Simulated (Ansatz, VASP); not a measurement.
## One calculation of BaTiO3, two programs

File POSCAR:

```
BaTiO3
1.0
    3.9771020000      0.0000000000      0.0000000000
    0.0000000000      3.9771020000      0.0000000000
    0.0000000000      0.0000000000      3.9951980000
Ba Ti O
1 1 3
Direct
    0.0000000000      0.0000000000      0.0000000000
    0.5000000000      0.5000000000      0.4820000000
    0.5000000000      0.5000000000      0.0160000000
    0.5000000000      0.0000000000      0.5150000000
    0.0000000000      0.5000000000      0.5150000000
```

INCAR.step1

```
PREC = Accurate
ENCUT = 520
ISMEAR = -1
SIGMA = 0.0319
LREAL = F
LASPH = T
NELM = 100
NBANDS = 28
GGA = PE
ALGO = Normal
EDIFF = 1E-4
LWAVE = T
LCHARG = F
```

INCAR.step2

```
PREC = Accurate
ENCUT = 520
EDIFF = 1E-6
ISMEAR = -1
SIGMA = 0.0319
LREAL = F
LASPH = T
NELM = 100
ALGO = Normal
ISIF = 2
LWAVE = F
LCHARG = F
METAGGA = R2SCAN
LMIXTAU = T
NBANDS = 28
ISTART = 1
```

KPOINTS

```
Automatic mesh
0
Gamma
  7 7 7
```

Input for Ansatz:

```yaml
crystal:
  lattice:
    - [3.977102, 0.0, 0.0]
    - [0.0, 3.977102, 0.0]
    - [0.0, 0.0, 3.995198]
  atoms:
    - { symbol: Ba, position: [0.0, 0.0, 0.0] }
    - { symbol: Ti, position: [0.5, 0.5, 0.482] }
    - { symbol: O, position: [0.5, 0.5, 0.016] }
    - { symbol: O, position: [0.5, 0.0, 0.515] }
    - { symbol: O, position: [0.0, 0.5, 0.515] }
  symmetry: { tolerance: 0.0003 }
kpoints:
  mp_grid: { grid: [7, 7, 7], shift: [0, 0, 0] }
  band_path:
    path:
      - [0.0, 0.0, 0.0]
      - [0.0, 0.5, 0.0]
      - [0.5, 0.5, 0.0]
      - [0.0, 0.0, 0.0]
      - [0.0, 0.0, 0.5]
      - [0.0, 0.5, 0.5]
      - [0.5, 0.5, 0.5]
      - [0.0, 0.0, 0.5]
      - [0.0, 0.5, 0.0]
      - [0.0, 0.5, 0.5]
      - [0.5, 0.5, 0.0]
    npoints: 6
magnetization:
  spin_polarized: false
scf:
  occupations: { method: fermi_dirac, width: 0.0319 }
  lower_state_search: "off"
  max_iter: 200
hamiltonian:
  pseudopotentials: { kind: paw }
  xc: r2scan
basis:
  ecutwfc: 500
  fft_grid_basis: typed
output:
  forces: true
  stress: true
  eigenvalues: true
  bader: true
  populations: true
  elf: true
  write_potential: true
  volumetric_format: npy
  dos:
    e_range: [-12, 8]
    de: 0.05
    projected: { site_lists: { Ba: [Ba], O: [O], Ti: [Ti] } }
checkpoint:
  read: saved_state
```

Alike in both runs: task single point; functional r2SCAN; k mesh 7 × 7 × 7; occupations fermi-dirac, width 0.0319 eV; no spin polarisation.

|  | VASP | Ansatz |
| --- | --- | --- |
| version | VASP 6.6.1 | Ansatz 0.2.0 |
| potentials or method | VASP PAW PBE potentials, release 64 (Ba_sv, Ti_sv, O) | PAW plane waves |
| plane-wave cutoff (eV) | 520 | 500 |
| valence electrons in the cell | 40 | 40 |

Ansatz gave:

```
gap on the k mesh at the Fermi level (eV)       : 2.33
pressure (GPa)                                  : 2.6
largest component of the traceless stress (GPa) : 1.05
rms of the force components (eV/Å)              : 0.112
```

Problem. Estimate VASP's values.

Solution. gap on the k mesh at the Fermi level (eV): 2.31; pressure (GPa): 4.7; largest component of the traceless stress (GPa): 1.15; rms of the force components (eV/Å): 0.109.

Atom by atom the forces differ by 0.042 eV/Å (rms over components). The functional is the same, so the differences come from potentials, cutoffs and numerics.

Caveats: the PAW data sets were made with another functional, which shifts forces and pressure a little (VASP); spin-orbit coupling is left out, which moves the levels of the heavy elements; an odd mesh through Γ misses points on the zone boundary, where band edges often lie. r2SCAN opens gaps a little over a GGA but as a rule still falls short of measured ones.
